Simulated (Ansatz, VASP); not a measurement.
**Rh: VASP beside Ansatz**

The input INCAR:

```
  PREC = Accurate
  ENCUT = 520
  EDIFF = 1E-7
  ISMEAR = 0
  SIGMA = 0.15
  LREAL = F
  LASPH = T
  NELM = 100
  ALGO = Fast
  ISIF = 2
  LWAVE = F
  LCHARG = F
  GGA = PE
  NBANDS = 14
```

The input KPOINTS:

```
regular mesh
0
Gamma
  22 22 22
```

POSCAR

```
Rh
1.0
    0.0000000000      1.8325665946      1.9797216922
    1.8325665946      0.0000000000      1.9797216922
    1.8325665946      1.8325665946      0.0000000000
Rh
1
Direct
    0.0000000000      0.0000000000      0.0000000000
```

Input for Ansatz:

```yaml
crystal:
  lattice:
    - [0.0, 1.8325665946, 1.9797216922]
    - [1.8325665946, 0.0, 1.9797216922]
    - [1.8325665946, 1.8325665946, 0.0]
  atoms:
    - { symbol: Rh, position: [0.0, 0.0, 0.0] }
basis:
  ecutwfc: 420
kpoints:
  mp_grid: { grid: [22, 22, 22] }
hamiltonian:
  xc: pbe
  pseudopotentials: { kind: paw, azcp: { folder: soft_1 } }
scf:
  occupations: { method: gaussian, width: 0.15 }
output:
  forces: true
  stress: true
  eigenvalues: true
```

Alike in both runs: task single point; functional PBE; k mesh 22 × 22 × 22; occupations gaussian, width 0.15 eV; no spin polarisation.

```csv
,VASP,Ansatz
version,VASP 6.6.1,Ansatz 0.2.0
potentials or method,"VASP PAW PBE potentials, release 64 (Rh_pv)","scalar-relativistic, plane waves, PAW"
plane-wave cutoff (eV),520,420
valence electrons in the cell,15,17
```

Ansatz gave:

```
gap on the k mesh at the Fermi level (eV)       : none
pressure (GPa)                                  : 17.4
largest component of the traceless stress (GPa) : 14.63
```

Question: Which values does VASP return?

Answer: gap on the k mesh at the Fermi level (eV): none; pressure (GPa): 17.4; largest component of the traceless stress (GPa): 14.58.

A gap of «none» marks a metal or a gap that the smearing closes. With one functional, cell and mesh, what is left measures potentials, basis and numerics. The two sets of potentials don't hold the same shells in valence.

Caveats: so large a pressure means that the cell lies far from this level's equilibrium, or that cutoff or potentials fall short (VASP).
